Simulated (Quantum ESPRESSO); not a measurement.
A calculation with Quantum ESPRESSO 7.5 of Sb (ASE script, structure from a POSCAR):

run.py

```python
import numpy as np
from ase.calculators.espresso import Espresso, EspressoProfile
from ase.io import read

atoms = read('POSCAR')

input_data = {
    'control': {'calculation': 'scf', 'prefix': 'pwscf', 'outdir': './tmp', 'tprnfor': True, 'tstress': True, 'disk_io': 'nowf'},
    'system': {'ecutwfc': 45.0, 'ecutrho': 360.0, 'nbnd': 22, 'occupations': 'smearing', 'smearing': 'fd', 'degauss': 0.00367493},
    'electrons': {'conv_thr': 4e-10, 'electron_maxstep': 120, 'mixing_beta': 0.5},
}
pseudopotentials = {'Sb': 'sb_pbesol_v1.4.uspp.F.UPF'}
profile = EspressoProfile(command='mpirun -n 2 pw.x -nk 2', pseudo_dir='pseudo')
dft = Espresso(profile=profile, input_data=input_data, pseudopotentials=pseudopotentials, kpts=(9, 9, 5), koffset=(0, 0, 0))
atoms.calc = dft

print(f'energy {atoms.get_potential_energy():.8f} eV')
print('forces (eV/A)')
print(np.round(atoms.get_forces(), 6))
print('stress (eV/A^3, Voigt)')
print(np.round(atoms.get_stress(), 8))
print(f'Fermi level {dft.get_fermi_level():.4f} eV')
```

File POSCAR:

```
Sb
1.0
    3.3545324186      0.0000000000      0.0000000000
   -1.6772662093      2.9051102923      0.0000000000
    0.0000000000      0.0000000000      5.4701606500
Sb
2
Direct
    0.6666666667      0.3333333333      0.7500000000
    0.3333333333      0.6666666667      0.2500000000
```

Potentials or basis: GBRV 1.5 PBEsol.

Launch:

```sh
$ OMP_NUM_THREADS=1 python run.py
```

This isn't the form of Sb at room conditions, which is rhombohedral.

Q: Write the same calculation in another form: native input, structure typed inline.

A: As run:

File pw.in:

```
&CONTROL
  calculation = 'scf'
  prefix = 'pwscf'
  outdir = './tmp'
  pseudo_dir = './pseudo'
  tprnfor = .true.
  tstress = .true.
  disk_io = 'low'
/
&SYSTEM
  ibrav = 0
  celldm(1) = 8
  nat = 2
  ntyp = 1
  ecutwfc = 45
  ecutrho = 360
  nbnd = 22
  occupations = 'smearing'
  smearing = 'fd'
  degauss = 0.00367493
/
&ELECTRONS
  conv_thr = 4d-10
  electron_maxstep = 120
  mixing_beta = 0.5
/
ATOMIC_SPECIES
Sb   121.7600 sb_pbesol_v1.4.uspp.F.UPF
CELL_PARAMETERS alat
  0.7923934434166   0.0000000000000   0.0000000000000
 -0.3961967217083   0.6862328517848   0.0000000000000
  0.0000000000000   0.0000000000000   1.2921381857756
ATOMIC_POSITIONS crystal
Sb     0.6666666667    0.3333333333    0.7500000000
Sb     0.3333333333    0.6666666667    0.2500000000
K_POINTS automatic
9 9 5 0 0 0
```

File pp_density.in:

```
&INPUTPP
  prefix = 'pwscf'
  outdir = './tmp'
  filplot = 'density.dat'
  plot_num = 0
/
&PLOT
  nfile = 1
  filepp(1) = 'density.dat'
  iflag = 3
  output_format = 6
  fileout = 'density.cube'
/
```

Contents of pp_potential.in:

```
&INPUTPP
  prefix = 'pwscf'
  outdir = './tmp'
  filplot = 'potential.dat'
  plot_num = 11
/
&PLOT
  nfile = 1
  filepp(1) = 'potential.dat'
  iflag = 3
  output_format = 6
  fileout = 'potential.cube'
/
```

Potentials or basis: GBRV 1.5 PBEsol.

Launch:

```bash
$ OMP_NUM_THREADS=1 mpirun -n 2 pw.x -nk 2 -in pw.in > pw.out
$ OMP_NUM_THREADS=1 mpirun -n 1 pp.x -in pp_density.in > pp_density.out
$ OMP_NUM_THREADS=1 mpirun -n 1 pp.x -in pp_potential.in > pp_potential.out
```

Both were run:

|  | ASE script, structure from a POSCAR | native input, structure typed inline |
| --- | --- | --- |
| Pressure | -1.7 GPa | -1.7 GPa |
| Band gap on the k mesh | none (metal or under the smearing width) | none (metal or under the smearing width) |

Keys that steer only the numerical path or the files written may differ.
